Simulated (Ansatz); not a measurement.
Wanted: the native input for an Ansatz 0.2.0 run.

```yaml
Task: relaxation of cell and atoms
Functional: PBE
Potentials_or_basis: Ansatz PAW
Cutoff: "420 eV (not typed: the program's choice for these potentials)"
k_mesh: 8 × 8 × 8
Occupations: fermi-dirac, width 0.05 eV
Spin: no spin polarisation
```

InAs:

```xyz
2
Lattice="0.0000 2.8773 2.8773 2.8773 0.0000 2.8773 2.8773 2.8773 0.0000" Properties=species:S:1:pos:R:3 pbc="T T T"
In    2.8773    2.8773    2.8773
As    0.0000    0.0000    0.0000
```

Measurements of this composition are mostly on another form, of space group No. 216.

The input as run:

input.yaml

```yaml
crystal:
  lattice:
    - [0.0, 2.877304, 2.877304]
    - [2.877304, 0.0, 2.877304]
    - [2.877304, 2.877304, 0.0]
  atoms:
    - { symbol: In, position: [0.5, 0.5, 0.5] }
    - { symbol: As, position: [0.0, 0.0, 0.0] }
hamiltonian:
  xc: pbe
  pseudopotentials: { kind: paw }
kpoints:
  mp_grid: { grid: [8, 8, 8] }
scf:
  occupations: { method: fermi_dirac, width: 0.05 }
output:
  forces: true
  stress: true
  eigenvalues: true
relax:
  f_tol: 0.01
  max_steps: 40
  cell: { stress_tol: 0.05 }
```

Potentials or basis: Ansatz PAW.

Launch:

```console
$ ansatz run input.yaml --threads 2 --pin off --max-ram 5632MiB --backend cpu --events-out ev --progress --plain --runs-dir out
```

Results of the run:

```
Relaxed volume                         : 23.78 Å³/atom
Relaxed cell                           : a = 4.067 Å, b = 4.067 Å, c = 4.067 Å, α = 60.00°, β = 60.00°, γ = 60.00°
Space group after relaxing (to 0.05 Å) : Fm-3m (No. 225)
Energy gained by relaxing              : 0.0 meV/atom
Ionic steps                            : 3
Pressure after relaxing                : 0.0 GPa
Band gap on the k mesh                 : none (metal or under the smearing width)
```

Caveat: the plane-wave basis is chosen anew once the cell has moved, so the energies of steps on either side of that aren't comparable.

It took 3.1 s on 2 threads of Arm Neoverse V1 (shared host), peak memory 0.33 GiB.
